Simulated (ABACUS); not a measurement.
Cs:

```
CELL_PARAMETERS angstrom
-3.12847 3.12847 3.12847
3.12847 -3.12847 3.12847
3.12847 3.12847 -3.12847
ATOMIC_POSITIONS crystal
Cs 0.00000 0.00000 0.00000
```

| Property | Result |
| --- | --- |
| Program | ABACUS 3.10.1 |
| Task | relaxation of cell and atoms |
| Functional | PBEsol |
| Potentials or basis | PseudoDojo NC SR 0.5 PBE standard |
| Cutoff | 680 eV |
| Density cutoff | 2721 eV |
| Basis | plane waves |
| k mesh | 5 × 5 × 5 |
| Occupations | fermi-dirac, width 0.05 eV |
| Spin | no spin polarisation |

At the start: pressure -0.2 GPa; volume 122.48 Å³/atom.

Question: Where does the relaxation end?

Answer: Over 3 steps the energy falls by 10.8 meV/atom and the volume is 107.32 Å³/atom (-12.4 %); space group Im-3m (No. 229, to 0.05 Å).

Step by step:
```csv
step,energy change (eV),largest force (eV/Å),pressure (GPa),volume (Å³)
1,0.0000,0.0000,-0.22,122.48
2,-0.0011,0.0000,-0.21,121.61
3,-0.0108,0.0000,0.01,107.32
```

Final structure:
```cif
data_structure
_symmetry_space_group_name_H-M 'P 1'
_symmetry_Int_Tables_number 1
_cell_length_a 5.1853
_cell_length_b 5.1853
_cell_length_c 5.1853
_cell_angle_alpha 109.471
_cell_angle_beta 109.471
_cell_angle_gamma 109.471
_cell_volume 107.32
loop_
_atom_site_label
_atom_site_type_symbol
_atom_site_fract_x
_atom_site_fract_y
_atom_site_fract_z
_atom_site_occupancy
Cs1 Cs 0.00000 0.00000 0.00000 1
```

Caveat: the potentials were made for another functional, which shifts forces and pressure.
